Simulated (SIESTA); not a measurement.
# K under changes of volume

One of the cells (80.089 Å³/atom); the others are scaled copies at fixed shape and fractional positions:

```
K
1.0
    -2.71542    2.71542    2.71542
     2.71542   -2.71542    2.71542
     2.71542    2.71542   -2.71542
K
1
Direct
  0.00000 0.00000 0.00000
```

| Property | Result |
| --- | --- |
| Program | SIESTA 5.4.2 |
| Functional | PBE |
| Potentials or basis | PseudoDojo 0.4 standard (PBE files) |
| Basis | DZP (energy shift 0.003 Ry; two zetas on semicore shells; d shell added on K) |
| Grid cutoff | 800 Ry |
| Energy shift | 0.003 Ry |
| k mesh | 7 × 7 × 7 |
| Occupations | fermi-dirac, width 0.05 eV |
| Spin | no spin polarisation |

```csv
volume (Å³/atom),energy over the lowest point (meV/atom),pressure (GPa)
73.807,0.00,0.0
75.378,0.91,-0.1
76.948,?,?
80.089,7.91,-0.3
81.659,11.45,-0.4
83.230,15.51,-0.4
```

Question: What does the run at 76.948 Å³/atom give?

Answer: Energy over the lowest point 2.57 meV/atom; pressure -0.2 GPa.

Worked out: A Birch-Murnaghan fit of order 3 (a polynomial in V^(-2/3)) to the other rows has its minimum at 72.88 Å³/atom, just outside them, with B0 = V·E''(V) = 4.2 GPa and B' = 3.5. It gives 2.58 meV/atom at 76.948 Å³/atom, against the run's 2.57, and -dE/dV = -0.2 GPa, against -0.2.

Energies are extrapolated to zero smearing.

Caveats: the basis of atomic orbitals isn't converged, which shifts pressures, moduli and gaps.
